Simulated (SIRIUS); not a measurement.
# AgBr: equation of state with PBEsol

The system is AgBr.

```
CELL_PARAMETERS angstrom
0.00000 2.87015 2.87015
2.87015 0.00000 2.87015
2.87015 2.87015 0.00000
ATOMIC_POSITIONS crystal
Ag 0.00000 0.00000 0.00000
Br 0.50000 0.50000 0.50000
```

```
Program             : SIRIUS 7.12.0
Task                : equation of state
Functional          : PBEsol
Potentials or basis : all-electron FP-LAPW
Cutoff              : 167 eV
Basis               : apw+lo standard
k mesh              : 8 × 8 × 8
Occupations         : fermi-dirac, width 0.05 eV
Spin                : no spin polarisation
```

```yaml
Equilibrium_volume: "22.82 Å³/atom (rough: see the caveat)"
Bulk_modulus: 53 GPa (rough)
```

Energy against volume, from the lowest point:
| volume (Å³/atom) | energy (meV/atom) |
| --- | --- |
| 22.225 | 2.69 |
| 22.698 | 0.00 |
| 23.171 | 0.91 |
| 23.644 | 4.37 |
| 24.116 | 10.67 |
| 24.589 | 19.20 |
| 25.062 | 29.44 |

All runs of the series together: 7.6 min on 1 thread of Arm Neoverse V1, with other jobs on the host.

Caveat: the basis cutoff falls short for Ag, Pd and Pb here, so volumes come out up to a per cent or two small and moduli rough.
